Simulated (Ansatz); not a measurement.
Rows from a G0W0 calculation on InGa5As6 (zincblende [001] superlattice) (Ansatz 0.2.0; G0W0 on PBEsol, plane waves, PAW; PAW set soft_1; 4×4×2 mesh, 1177 empty bands, screening to 150 eV, PAW set soft_1 files), in eV. Spin-orbit coupling is left out.

```tsv
row	k	band	start	Σx	Σc at the solution	Vxc
A	Γ	c1	7.917	-12.155	-3.479	-15.900
B	Γ	v1	7.741	-16.777	1.025	-15.289
C	Γ	c3	9.063	-7.619	-3.879	-11.541
D	Γ	v3	7.662	-16.121	0.499	-15.206
E	Γ	c2	8.979	-6.962	-3.858	-10.824
F	Γ	v2	7.740	-16.775	1.025	-15.288
```

**Question.** Work out each quasiparticle level and how far it moved.

The quasiparticle equation reads E = start + Σx + Σc(E) − Vxc.

```tsv
row	E (eV)	shift (eV)
A	8.183	+0.266
B	7.279	−0.463
C	9.106	+0.043
D	7.245	−0.416
E	8.982	+0.004
F	7.277	−0.463
```

The gap over the computed points goes from 0.18 eV to 0.90 eV.

Limits: not at the basis limit; screening runs away on this mesh; no spin-orbit coupling; coarse k mesh.

[Paths, hosts, dates, memory and timing lines, banners, echoed tables and standing remarks are left out of the program output.]

[Logs are printed without paths, hosts, clocks, repeated set-up lines and the standing remarks that a program may print on its own settings, such as how far it seeks lower states.]

[Runs of the session that timed out or met a known fault of the program may be left out.]

[Cells called generated may have been cut or substituted from an entry of the Crystallography Open Database or the Materials Project.]

[Hosts, paths, dates, database ids (printed as entryN), source tags and the programs' standing remarks are cut or masked in the printed files.]
